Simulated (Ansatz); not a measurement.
# Fe3Si: the cost of one run

Computed with Ansatz 0.2.0 (DFT LDA, scalar-relativistic, plane waves, PAW).

## Step 1: The system as given

It takes space group P4/mmm (No. 123, tetragonal). Conventional cell: a = 3.921 Å, b = 3.921 Å, c = 2.823 Å, α = 90.00°, β = 90.00°, γ = 90.00°. Fe (site symmetry mmm) is surrounded by 10 Fe at 2.42 to 2.82 Å and 4 Si at 2.42 Å. Fe (site symmetry 4/mmm) has 10 Fe at 2.42 to 2.82 Å and 4 Si at 2.77 Å in its first shell of neighbours. Si (site symmetry 4/mmm) has 12 Fe at 2.42 to 2.77 Å in its first shell of neighbours.

Structure file:

```cif
data_structure
_symmetry_space_group_name_H-M 'P4/mmm'
_symmetry_Int_Tables_number 123
_cell_length_a 3.9206
_cell_length_b 3.9206
_cell_length_c 2.8234
_cell_angle_alpha 90.000
_cell_angle_beta 90.000
_cell_angle_gamma 90.000
_cell_volume 43.40
loop_
_atom_site_label
_atom_site_type_symbol
_atom_site_symmetry_multiplicity
_atom_site_Wyckoff_symbol
_atom_site_fract_x
_atom_site_fract_y
_atom_site_fract_z
_atom_site_occupancy
Fe1 Fe 2 e 0.50000 0.00000 0.50000 1
Fe2 Fe 1 a 0.00000 0.00000 0.00000 1
Si1 Si 1 c 0.50000 0.50000 0.00000 1
```

The cell was relaxed beforehand at this level, from a generated guess; it is a trial structure. At a tolerance of 0.05 Å it has space group P4/mmm (No. 123); it has 10.85 Å³/atom, an uncorrected energy of -0.27 eV/atom over the elements and, on its mesh, gap none (metal).

## Step 2: The same geometry with LDA

input.yaml reads:

```yaml
crystal:
  lattice:
    - [3.920551716, 0.0, 0.0]
    - [0.0, 3.920551716, 0.0]
    - [0.0, 0.0, 2.8234124059]
  atoms:
    - { symbol: Fe, position: [0.5, 0.0, 0.5], spin: 0.99 }
    - { symbol: Fe, position: [0.0, 0.5, 0.5], spin: 0.99 }
    - { symbol: Fe, position: [0.0, 0.0, 0.0], spin: 2.62 }
    - { symbol: Si, position: [0.5, 0.5, 0.0] }
basis:
  ecutwfc: 420
kpoints:
  mp_grid: { grid: [12, 12, 16] }
  band_path:
    path:
      - [[0.0, 0.0, 0.0], [0.0, 0.5, 0.0], [0.5, 0.5, 0.0], [0.0, 0.0, 0.0], [0.0, 0.0, 0.5], [0.0, 0.5, 0.5], [0.5, 0.5, 0.5], [0.0, 0.0, 0.5]]
      - [[0.0, 0.5, 0.0], [0.0, 0.5, 0.5]]
      - [[0.5, 0.5, 0.0], [0.5, 0.5, 0.5]]
    npoints: 14
hamiltonian:
  xc: lda
scf:
  occupations: { method: gaussian, width: 0.1 }
  n_extra_bands: 10
output:
  forces: true
  stress: true
  eigenvalues: true
  populations: true
  dos: { projected: true, de: 0.02, nscf_kmesh: { grid: [15, 15, 20] } }
  bader: true
  write_density: true
  write_potential: true
  elf: true
  volumetric_format: npy
magnetization:
  spin_polarized: true
```

Command:

```
$ ansatz run input.yaml --threads 4 --pin off --max-ram 8192MiB --backend cpu --events-out ev --progress --plain --runs-dir out
```

**Question.** How long does this run take on 4 threads of Intel Xeon Platinum 8488C (Sapphire Rapids), shared host, and how much memory does it need?

About 46 s, with a peak of 0.93 GiB.
